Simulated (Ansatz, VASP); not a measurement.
S: VASP beside Ansatz

```
CELL_PARAMETERS angstrom
4.14379 0.00000 0.00000
0.00000 4.14379 0.00000
0.00000 0.00000 4.95935
ATOMIC_POSITIONS crystal
S 0.50000 0.50000 0.76760
S 0.00000 0.50000 0.94325
S 0.50000 0.00000 0.94325
```

Alike in both runs: functional PBE; k mesh 4 × 4 × 4; occupations gaussian, width 0.1 eV; no spin polarisation.

Ansatz relaxed the structure, and its values are those at the end. VASP's run is a single point on that final structure, the one shown.

```csv
,VASP,Ansatz
version,VASP 6.6.1,Ansatz 0.2.0
potentials or method,"VASP PAW PBE potentials, release 64 (S)","scalar-relativistic, plane waves, PAW"
plane-wave cutoff (eV),520,420
valence electrons in the cell,18,18
```

|  | VASP | Ansatz | Ansatz less VASP |
| --- | --- | --- | --- |
| pressure (GPa) | -0.2 | 0.0 | +0.21 |
| rms of the force components (eV/Å) | 0.034 | 0.004 | -0.0300 |

Caveats: the k mesh is coarse (spacing up to 0.38 Å⁻¹), so the values aren't converged; this functional lacks dispersion, which binds the layers, so the pressure and a relaxed spacing across them are unreliable.
